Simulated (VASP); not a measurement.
Crystal: Sc.

```
Sc
1.0
    -1.91721    1.91721    1.71760
     1.91721   -1.91721    1.71760
     1.91721    1.91721   -1.71760
Sc
1
Direct
  0.00000 0.00000 0.00000
```

This isn't the form of Sc at room conditions, which is hcp.

* Program: VASP 6.6.1
* Task: single point
* Functional: PBE
* Potentials or basis: VASP PAW PBE potentials, release 64 (Sc_sv)
* Cutoff: 520 eV
* k mesh: 10 × 10 × 10
* Occupations: fermi-dirac, width 0.05 eV
* Spin: no spin polarisation

On this cell: pressure -0.8 GPa; band gap on the k mesh none (metal or under the smearing width).

The same run follows on a disturbed copy (cell strained at random at fixed volume):

```xyz
1
Lattice="-2.0017 1.9652 1.8153 1.9171 -1.8943 1.6417 1.9375 1.8301 -1.7361" Properties=species:S:1:pos:R:3 pbc="T T T"
Sc   -0.0071   -0.0146    0.0243
```

Q: What does the disturbed cell give?

A: The energy (extrapolated to zero smearing) moves by +10.0 meV/atom; pressure -0.8 GPa; band gap on the k mesh none (metal or under the smearing width).

Stress tensor (GPa, compression positive):
```
-0.83  1.07  1.38
 1.07 -1.38 -1.12
 1.38 -1.12 -0.17
```
